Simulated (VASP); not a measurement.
**Mo: single point with LDA**

Crystal: Mo.

```xyz
2
Lattice="2.7193 0.0000 0.0000 -1.3597 2.3550 0.0000 0.0000 0.0000 4.7845" Properties=species:S:1:pos:R:3 pbc="T T T"
Mo    0.0000    1.5700    1.1961
Mo    1.3597    0.7850    3.5883
```

The cell was built by a generator and needn't be a form met in nature.

```json
{
 "Program": "VASP 6.6.1",
 "Task": "single point",
 "Functional": "LDA",
 "Potentials or basis": "VASP PAW LDA potentials, release 64 (Mo_sv)",
 "Cutoff": "520 eV",
 "k mesh": "13 × 13 × 7",
 "Occupations": "fermi-dirac, width 0.1 eV",
 "Spin": "no spin polarisation"
}
```

The pressure is 1.1 GPa and the band gap on the k mesh is none (metal or under the smearing width).

Stress tensor (GPa, compression positive):
```
1.19 0.00 0.00
0.00 1.19 0.00
0.00 0.00 0.92
```

Levels at points of the mesh, in eV from the Fermi level:
```
           k point  band 10  band 11  band 12  band 13  band 14  band 15  band 16  band 17  band 18  band 19
(0.00, 0.00, 0.00)    -4.92    -1.75    -0.73    -0.73    -0.17    -0.17     0.90     1.44     1.44     3.58
```

It took 16 s on 1 thread of Intel(R) Xeon(R) 6975P-C (Granite Rapids), with other jobs on the host, peak memory 0.15 GiB.
